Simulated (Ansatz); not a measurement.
# CdF2: a vibration from a frozen displacement

These are results of DFT PBE, scalar-relativistic, plane waves, PAW in Ansatz 0.2.0, not measurements. Settings: plane waves to 420 eV, k-mesh 8×8×8 (Γ-centred), Gaussian smearing 0.05 eV. No spin polarisation. Energies are free energies at this smearing, counted from the undisturbed cell; pressure is positive in compression.

The undisturbed cell (as given, not relaxed at this level; it stands at 5.5 GPa):

```yaml
crystal:
  lattice:
    - [0.00000, 2.69400, 2.69400]
    - [2.69400, 0.00000, 2.69400]
    - [2.69400, 2.69400, 0.00000]
  atoms:
    - { symbol: Cd, position: [0.00000, 0.00000, 0.00000] }
    - { symbol: F, position: [0.25000, 0.25000, 0.25000] }
    - { symbol: F, position: [0.75000, 0.75000, 0.75000] }
```

Every Cd atom is moved by x along the Cartesian unit vector (0.577, 0.577, 0.577); the cell and all other atoms stay fixed. The cell's volume is 39.10 Å³; the moved atoms weigh 112.414 u together and the others 37.997 u. Some rows repeat others by symmetry and weren't run.

| x (Å) | ΔE (meV/cell) | total force on the moved atoms along the move (eV/Å) | pressure (GPa) |
| --- | --- | --- | --- |
| -0.3000 | 294.95 | 2.3582 | 10.8975 |
| -0.2625 | 215.43 | 1.8961 | 9.5259 |
| -0.2250 | 151.84 | 1.5060 | 8.3854 |
| -0.1875 | 101.75 | 1.1738 | 7.4549 |
| -0.1500 | 63.22 | 0.8875 | 6.7168 |
| -0.1125 | 34.75 | 0.6362 | 6.1572 |
| -0.0750 | 15.19 | 0.4103 | 5.7654 |
| -0.0375 | 3.76 | 0.2011 | 5.5331 |
| 0.0000 | 0.00 | 0.0000 | 5.4565 |
| 0.0375 | 3.76 | -0.2011 | 5.5331 |
| 0.0750 | 15.19 | -0.4103 | 5.7654 |
| 0.1125 | 34.75 | -0.6362 | 6.1572 |
| 0.1500 | 63.22 | -0.8875 | 6.7168 |
| 0.1875 | 101.75 | -1.1738 | 7.4549 |
| 0.2250 | 151.84 | -1.5060 | 8.3854 |
| 0.2625 | 215.43 | -1.8961 | 9.5259 |
| 0.3000 | 294.95 | -2.3582 | 10.8975 |

Q: What frequency belongs to this motion?

A: The force constant is k = −dF/dx = 5.362 eV/Å², from the parabola through x = -0.0375, 0 and 0.0375. In every cell the moved atoms swing against the rest, so the mass is μ = m₁m₂/(m₁ + m₂) = 28.398 u, and ν̃ = 521.5 cm⁻¹ × √(|k|/μ) = 227 cm⁻¹, at this cell's pressure of 5.5 GPa. To first order in x, and within 1 %, the force on every atom lies along the move and, within each of the two groups, in proportion to the atom's mass, so this is itself a mode at the zone centre of this cell, taken without macroscopic field (the transverse frequency in a polar insulator).

Q: How far does the harmonic law reach?

A: At x = -0.300 Å, kx²/2 = 241.31 meV against the computed 294.95 meV (+22.2 %): the well stiffens in this direction at large amplitude.

Q: The pressure changes with x². What does that say about the frequency under compression?

A: With E = k(V)x²/2, k ∝ V^(−2γ) and x scaling with the cell as V^(1/3), P − P0 = −∂E/∂V = (2γ − 2/3) ΔE/V. At x = 0.0750 Å, V(P − P0) = 39.10 × 0.30890 / 160.2 eV = 75.39 meV and ΔE = 15.19 meV, so γ = 1/3 + V(P − P0)/(2ΔE) = 2.82. This is the Grüneisen parameter of the motion under uniform scaling of the cell: shrinking the cell evenly by 1 % in volume raises the frequency by about 2.82 %.